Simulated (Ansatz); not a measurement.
**Pd in Ansatz: the effect of pseudo set**

The system is Pd.

```xyz
1
Lattice="0.0000 1.9721 1.9721 1.9721 0.0000 1.9721 1.9721 1.9721 0.0000" Properties=species:S:1:pos:R:3 pbc="T T T"
Pd    0.0000    0.0000    0.0000
```

The cell isn't the ideal one: volume scaled by 1.04.

Alike in all runs:

- Program: Ansatz 0.2.0
- Task: single point
- Functional: PBE
- k mesh: 12 × 12 × 12
- Occupations: fermi-dirac, width 0.05 eV
- Spin: no spin polarisation

```csv
pseudo set,cutoff,pressure (GPa)
Ansatz PAW,420 eV (not typed: the program's choice for these potentials),-0.3
Ansatz PAW accurate,720 eV,-0.4
JTH PAW,1110 eV (not typed: the program's choice for these potentials),-0.6
SPMS NC,653 eV (not typed: the program's choice for these potentials),?
PseudoDojo standard,1116 eV,-0.5
PseudoDojo stringent,1116 eV,-0.5
Ansatz PAW earlier set,600 eV (not typed: the program's choice for these potentials),-0.4
Ansatz NC,1116 eV (not typed: the program's choice for these potentials),-0.4
```

Problem. What does the run with pseudo set SPMS NC give?

Solution. Pressure 0.3 GPa.
